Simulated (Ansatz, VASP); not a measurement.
CaB2: VASP beside Ansatz

File INCAR:

```
PREC = Accurate
ENCUT = 520
EDIFF = 1E-7
ISMEAR = 0
SIGMA = 0.1
LREAL = False
LASPH = True
NELM = 80
ALGO = Normal
ISIF = 2
LWAVE = False
LCHARG = False
GGA = PS
NBANDS = 15
```

Contents of KPOINTS:

```
Automatic mesh
0
Gamma
  15 15 10
```

The input POSCAR:

```
CaB2
1.0
    3.3166090107      0.0000000000      0.0000000000
   -1.6583045053      2.8722676577      0.0000000000
    0.0000000000      0.0000000000      4.0590538464
Ca B
1 2
Direct
    0.0000000000      0.0000000000      0.0000000000
    0.3333333300      0.6666666700      0.5000000000
    0.6666666700      0.3333333300      0.5000000000
```

Input for Ansatz:

```yaml
crystal:
  lattice:
    - [3.3166090107, 0.0, 0.0]
    - [-1.6583045053, 2.8722676577, 0.0]
    - [0.0, 0.0, 4.0590538464]
  atoms:
    - { symbol: Ca, position: [0.0, 0.0, 0.0] }
    - { symbol: B, position: [0.33333333, 0.66666667, 0.5] }
    - { symbol: B, position: [0.66666667, 0.33333333, 0.5] }
basis:
  ecutwfc: 420
kpoints:
  mp_grid: { grid: [15, 15, 10] }
hamiltonian:
  xc: pbesol
scf:
  occupations: { method: gaussian, width: 0.1 }
output:
  forces: true
  stress: true
  eigenvalues: true
```

Alike in both runs: task single point; functional PBEsol; k mesh 15 × 15 × 10; occupations gaussian, width 0.1 eV; no spin polarisation.

|  | VASP | Ansatz |
| --- | --- | --- |
| version | VASP 6.6.1 | Ansatz 0.2.0 |
| potentials or method | VASP PAW PBE potentials, release 64 (Ca_sv, B) | scalar-relativistic, plane waves, PAW |
| plane-wave cutoff (eV) | 520 | 420 |
| valence electrons in the cell | 16 | 16 |

```csv
,VASP,Ansatz,Ansatz less VASP
gap on the k mesh at the Fermi level (eV),none,none,-
pressure (GPa),-8.7,-9.0,-0.30
largest component of the traceless stress (GPa),5.08,5.00,-0.086
```

A gap of «none» marks a metal or a gap that the smearing closes.

Caveats: the PAW data sets were made with another functional, which shifts forces and pressure a little (VASP).
